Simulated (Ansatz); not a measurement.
# CaO: the cost of one run

Program: Ansatz 0.2.0. Level of theory: DFT r2SCAN, scalar-relativistic, plane waves, PAW. These are calculated values, not measurements.

The COD cell was measured well above room temperature, so it is larger than a cold one.

**1. The system as given**

It takes space group Fm-3m (No. 225, cubic). The conventional cell has a = 4.898 Å, b = 4.898 Å, c = 4.898 Å, α = 90.00°, β = 90.00°, γ = 90.00°. Ca (site symmetry m-3m) is surrounded by 6 O at 2.45 Å. O (site symmetry m-3m) is surrounded by 6 Ca at 2.45 Å.

As a file:

```
CELL_PARAMETERS angstrom
0.00000 2.44900 2.44900
2.44900 0.00000 2.44900
2.44900 2.44900 0.00000
ATOMIC_POSITIONS crystal
Ca 0.00000 0.00000 0.00000
O 0.50000 0.50000 0.50000
```

The cell is taken as given, not relaxed at this level.

**2. The reference cell**

Reference values: F = -2394.0553 eV; pressure -6.50 GPa; largest force 0.000 eV/Å; gap on the mesh 4.20 eV. It was computed beforehand with the settings of the runs below.

**3. Next: one atom moved over a plane**

Atom 2 (O) is moved by p along (1.000, 0.000, 0.000) and q along (0.000, 0.000, 1.000) (Å), all else fixed; its images in the other cells move with it. Points alike by symmetry are run once.

**4. At p = -0.450, q = -0.450**

Contents of input.yaml:

```yaml
crystal:
  lattice:
    - [0.0, 2.449, 2.449]
    - [2.449, 0.0, 2.449]
    - [2.449, 2.449, 0.0]
  atoms:
    - { symbol: Ca, position: [0.0, 0.0, 0.0] }
    - { symbol: O, position: [0.5, 0.3162515312, 0.5] }
basis:
  ecutwfc: 500
kpoints:
  mp_grid: { grid: [8, 8, 8] }
hamiltonian:
  xc: r2scan
scf:
  occupations: { method: gaussian, width: 0.05 }
output:
  forces: true
  stress: true
  eigenvalues: true
  write_density: true
  write_potential: true
  elf: true
  volumetric_format: npy
```

The run is started by

```
$ ansatz run input.yaml --threads 1 --pin off --max-ram 2560MiB --backend cpu --events-out ev --progress --plain --runs-dir out
```

Q: Estimate wall time and peak memory on 1 thread of Arm Neoverse V1, shared host.

About 11 s, with a peak of 0.4 GiB.
